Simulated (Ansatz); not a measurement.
# What a change of settings does to a run on SnTe

The cell is COD entry 9008726, as deposited and not checked against the literature; nothing was relaxed. The listed cell was then made from it by scaling, straining or moving an atom.

First run: DFT, PBE, PAW with Ansatz's default frozen-core files, scalar-relativistic (Ansatz 0.2.0).

Command: `ansatz run input.yaml --threads 1 --pin off --max-ram 2048MiB --backend cpu --events-out ev --progress --plain --runs-dir out` The run took 7 s on 1 thread of Intel(R) Xeon(R) Platinum 8259CL CPU @ 2.50GHz (Skylake/Cascade Lake), with other jobs on the host.

```yaml
crystal:
  lattice:
    - [0.0, 3.1029896626, 3.1029896626]
    - [3.1029896626, 0.0, 3.1029896626]
    - [3.1029896626, 3.1029896626, 0.0]
  atoms:
    - { symbol: Sn, position: [0.0, 0.0, 0.0] }
    - { symbol: Te, position: [0.5, 0.5, 0.5] }
kpoints:
  mp_grid: { grid: [11, 11, 11] }
scf:
  occupations: { method: fermi_dirac, width: 0.08 }
hamiltonian:
  xc: pbe
  pseudopotentials: { kind: paw }
output:
  forces: true
  stress: true
  eigenvalues: true
  efg: { contact_densities: true }
```

Result: converged; pressure 4.84 GPa; gap on the k mesh 0.45 eV (the mesh can miss the band edges); 6 SCF iterations.

No spin–orbit coupling, which matters for the heavy atoms here.

A second input differs as follows:

```diff
@@ -11,7 +11,9 @@
 scf:
   occupations: { method: fermi_dirac, width: 0.08 }
+  max_iter: 80
 hamiltonian:
   xc: pbe
   pseudopotentials: { kind: paw }
+  hubbard: { sites: [{ species: Sn, l: p, u_eff: 20.0 }] }
 output:
   forces: true
```

Problem. What is wrong with it, and what does the program do?

Solution. The fault is an enormous or negative U. The run converged; pressure 24.7 GPa; gap on the k mesh 1.66 eV (the mesh can miss the band edges); 7 SCF iterations. Such numbers aren't properties of the crystal. The log ends:
```
--- Band table (eV; the first three rows and the last of 56) ---
  k-point 0: bands = ["-23.6745", "-23.6745", "-23.6503", "-23.6503", "-23.6503", "-13.2691", "-13.2691", "-13.2691", "-13.2573", "-13.2573", "-1.9512", "6.0684", "10.2165", "10.2165", "10.2165", "15.3078", "15.3078", "15.3078", "17.2181"]
  k-point 1: bands = ["-23.6737", "-23.6737", "-23.6502", "-23.6502", "-23.6500", "-13.2689", "-13.2686", "-13.2686", "-13.2577", "-13.2577", "-1.6576", "5.7401", "10.1565", "10.1565", "10.3457", "15.1682", "15.4783", "15.4783", "17.7574"]
  k-point 2: bands = ["-23.6718", "-23.6718", "-23.6497", "-23.6497", "-23.6492", "-13.2684", "-13.2677", "-13.2677", "-13.2585", "-13.2585", "-1.0265", "4.9378", "10.0120", "10.0120", "10.6040", "15.2127", "15.9747", "15.9747", "17.9027"]
  k-point 55: bands = ["-23.6744", "-23.6686", "-23.6485", "-23.6484", "-23.6480", "-13.2674", "-13.2646", "-13.2639", "-13.2588", "-13.2583", "1.3399", "2.1697", "8.3536", "8.5985", "10.4767", "15.3292", "16.1797", "17.4985", "20.3343"]
Occupation matrices written to <dir>
```
